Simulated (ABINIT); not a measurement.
## CoO in ABINIT: the effect of Hubbard term

Crystal: CoO.

```
Co O
1.0
     1.60222    0.92504    2.56647
    -1.60222    0.92504    2.56647
     0.00000   -1.85008    2.56647
Co O
1 1
Direct
  0.99898 0.99898 0.99898
  0.75102 0.75102 0.75102
```

Measurements of this composition are mostly on another form, of space group No. 225.

Alike in all runs:

| Quantity | Value |
| --- | --- |
| Program | ABINIT 10.8.3 (patched build) |
| Task | projected density of states |
| Functional | LDA |
| Potentials or basis | JTH PAW PBE v2.0 |
| Cutoff | 707 eV |
| k mesh | 6 × 6 × 6 |
| Occupations | fermi-dirac, width 0.05 eV |
| Spin | collinear spin, ferromagnetic start |
| Starting moments | [2.0, 0.0] μB |
| Double counting (usepawu) | 1 |
| k mesh for the DOS | 8 × 8 × 8 |
| Fine-grid cutoff | 1306.15 eV |

```csv
Hubbard term,pressure (GPa),moment (μB),largest force (eV/Å)
Co d U = 0 eV,-15.4,2.65,0.20
Co d U = 2 eV,-7.9,2.86,0.31
Co d U = 4 eV,0.5,3.00,0.39
Co d U = 6 eV,?,?,?
```

**Question.** What does the run with Hubbard term Co d U = 6 eV give?

**Answer.** Pressure 1.7 GPa; moment 3.01 μB; largest force 0.33 eV/Å.

Worked out: A straight line through the other rows of the pressure, of slope 3.98 GPa per eV, extrapolates to 8.3 GPa, against the run's 1.7. A straight line through the other rows of the moment, of slope 0.0875 μB per eV, extrapolates to 3.19 μB, against the run's 3.01. A straight line through the other rows of the largest force, of slope 0.0475 eV/Å per eV, extrapolates to 0.49 eV/Å, against the run's 0.33.

Caveats: some runs use coarse meshes; the PAW data sets were made with another functional, which shifts forces and pressure a little; a cell with one magnetic atom can't hold antiferromagnetic order, which such compounds often take.

Runs at the PBE level aren't shown here.
